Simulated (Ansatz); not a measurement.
The calculation used DFT PBE, scalar-relativistic, plane waves, PAW (Ansatz 0.2.0). Settings: cutoff 420 eV, Γ-centred meshes spaced at most about 0.3 Å⁻¹, and about 0.25 Å⁻¹ or finer for metals (2π included), Gaussian smearing. No spin polarisation.

Each guess is relaxed in cell and atoms at zero pressure, on a coarse mesh first where it starts far from rest and then on a converged one. The steps can't lower the symmetry of the start, but it can rise. Energies are static (0 K, no zero-point motion).

Two unrelaxed guesses for GaH6:

Guess 1.

```xyz
7
Lattice="3.9250 0.0000 0.0000 0.0000 3.9250 0.0000 0.0000 0.0000 3.9250" Properties=species:S:1:pos:R:3 pbc="T T T"
Ga    0.0000    0.0000    0.0000
H     0.7752    1.9625    1.9625
H     1.9625    0.7752    1.9625
H     3.1498    1.9625    1.9625
H     1.9625    3.1498    1.9625
H     1.9625    1.9625    0.7752
H     1.9625    1.9625    3.1498
```

Guess 2.

```xyz
7
Lattice="-3.1778 3.1778 3.1778 3.1778 -3.1778 3.1778 3.1778 3.1778 -3.1778" Properties=species:S:1:pos:R:3 pbc="T T T"
Ga    0.0000    0.0000    0.0000
H     1.5889    3.1778    0.0000
H     1.5889    0.0000    3.1778
H     0.0000    1.5889    3.1778
H     3.1778    1.5889    0.0000
H     3.1778    0.0000    1.5889
H     0.0000    3.1778    1.5889
```

**Question.** Where do they end, and which end is lower?

**Answer.** Guess 1 ends lower, by 0.56 eV/atom. Guess 1: Pm-3m at 8.6 Å³/atom → Pm-3m at 15.8 Å³/atom; Guess 2: Im-3m at 18.3 Å³/atom → Im-3m at 5.4 Å³/atom. Counting H atoms around Ga (those within 1.25 times the shortest such distance or 1.15 times the sum of covalent radii; the shortest distance is added where it is long for a bond), the end of guess 1 has Ga 24 from 3.4 Å and the end of guess 2 has Ga 24 from 2.4 Å. The end of guess 1 holds H–H pairs as short as in free H₂ molecules (shortest 0.75 Å); in the end of guess 2 the shortest H–H distance is 1.50 Å. End of guess 1. Conventional cell: a = 4.801 Å. Around Ga lie 24 H at 3.42 Å (long contacts); H is surrounded by 1 H at 0.75 Å, 4 H at 2.86 Å and 4 Ga at 3.42 Å. End of guess 2. Conventional cell: a = 4.233 Å. Around Ga lie 24 H at 2.37 Å; around H lie 4 H at 1.50 Å, 2 H at 2.12 Å and 4 Ga at 2.37 Å.

Ends held by symmetry can be saddle points. Even the lowest of the cells shown lies +0.35 eV/atom against the elements. No dispersion correction is applied, so the spacing and binding between layers, chains or molecules are poorly described (Pm-3m), and this can change margins and order among such cells. With hydrogen, zero-point motion can shift such differences by 10 meV/atom or more. Some candidate types were left out of the draw beforehand, so a known form may be missing.
